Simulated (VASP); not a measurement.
Pb under changes of volume

One of the cells (29.189 Å³/atom); the others are scaled copies at fixed shape and fractional positions:

```
Pb
1.0
    -1.93964    1.93964    1.93964
     1.93964   -1.93964    1.93964
     1.93964    1.93964   -1.93964
Pb
1
Cartesian
  0.0000 0.0000 0.0000
```

This isn't the form of Pb at room conditions, which is fcc.

```yaml
Program: VASP 6.6.1
Functional: LDA
Potentials_or_basis: VASP PAW LDA potentials, release 64 (Pb_d)
Cutoff: 520 eV
k_mesh: 8 × 8 × 8
Occupations: fermi-dirac, width 0.05 eV
Spin: no spin polarisation
```

| volume (Å³/atom) | energy over the lowest point (meV/atom) | pressure (GPa) |
| --- | --- | --- |
| 28.022 | ? | ? |
| 28.606 | 2.02 | 1.0 |
| 29.189 | 0.00 | -0.1 |
| 29.773 | 1.88 | -1.1 |
| 30.357 | 7.24 | -2.0 |

Task: What does the run at 28.022 Å³/atom give?

Result: Energy over the lowest point 8.42 meV/atom; pressure 2.3 GPa.

Worked out: A Birch-Murnaghan fit of order 2 (a polynomial in V^(-2/3)) to the other rows has its minimum at 29.19 Å³/atom with B0 = V·E''(V) = 53 GPa. It gives 8.31 meV/atom at 28.022 Å³/atom, against the run's 8.42, and -dE/dV = 2.4 GPa, against 2.3.

Energies are extrapolated to zero smearing.
